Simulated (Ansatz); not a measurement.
# Step by step: InSb, relaxation of cell and atoms

Level of theory: DFT, PBE, PAW with Ansatz's default frozen-core files, scalar-relativistic in Ansatz 0.2.0.

Command: `ansatz run input.yaml --threads 1 --pin off --max-ram 2048MiB --backend cpu --events-out ev --progress --plain --runs-dir out` The run took about 20 s on 1 thread of a shared machine.

```yaml
crystal:
  lattice:
    - [0.0, 3.2195088072, 3.2195088072]
    - [3.2195088072, 0.0, 3.2195088072]
    - [3.2195088072, 3.2195088072, 0.0]
  atoms:
    - { symbol: In, position: [0.0, 0.0, 0.0] }
    - { symbol: Sb, position: [0.25, 0.25, 0.25] }
kpoints:
  mp_grid: { grid: [9, 9, 9] }
scf:
  occupations: { method: fermi_dirac, width: 0.05 }
hamiltonian:
  xc: pbe
  pseudopotentials: { kind: paw }
output:
  forces: true
  stress: true
relax:
  f_tol: 0.005
  max_steps: 80
  cell: {}
```

No spin–orbit coupling, which matters for the heavy atoms here.

The cell is built from the zincblende type as a first guess.

The cutoff is 420 eV; energies and pressures of the walk include the program's estimate of the Pulay term.

Each frame lists the cell vectors (Å), then Cartesian positions (Å); symmetry keeps all forces zero. Free energies count from the first step, -12082.5119 eV.

The walk took 5 evaluations in all; steps that aren't listed are left out.

Step 1: E = 0.0 meV, P = 4.12 GPa

```
cell 0.0000 3.2195 3.2195 3.2195 0.0000 3.2195 3.2195 3.2195 0.0000
In    0.0000    0.0000    0.0000
Sb    1.6098    1.6098    1.6098
```

Step 2:

```
cell 0.0000 3.3757 3.3757 3.3757 0.0000 3.3757 3.3757 3.3757 0.0000
In    0.0000    0.0000    0.0000
Sb    1.6878    1.6878    1.6878
```

Step 3: E = -72.4 meV, P = -0.31 GPa

```
cell 0.0000 3.3276 3.3276 3.3276 0.0000 3.3276 3.3276 3.3276 0.0000
In    0.0000    0.0000    0.0000
Sb    1.6638    1.6638    1.6638
```

Task: Give the energy, pressure of step 2.

Result: E = -51.2 meV, P = -1.67 GPa
```
In    0.0000    0.0000    0.0000
Sb    1.6878    1.6878    1.6878
```

Task: How does the relaxation end?

Result: It converges, with a = 6.638 Å, b = 6.638 Å, c = 6.638 Å, α = 90.00°, β = 90.00°, γ = 90.00° (conventional cell, space group F-43m). The last solve (on a basis chosen afresh for the final cell, so its energy is not quite comparable) gives E = -74.2 meV, P = -0.04 GPa:
```
cell 0.0000 3.3188 3.3188 3.3188 0.0000 3.3188 3.3188 3.3188 0.0000
In    0.0000    0.0000    0.0000
Sb    1.6594    1.6594    1.6594
```
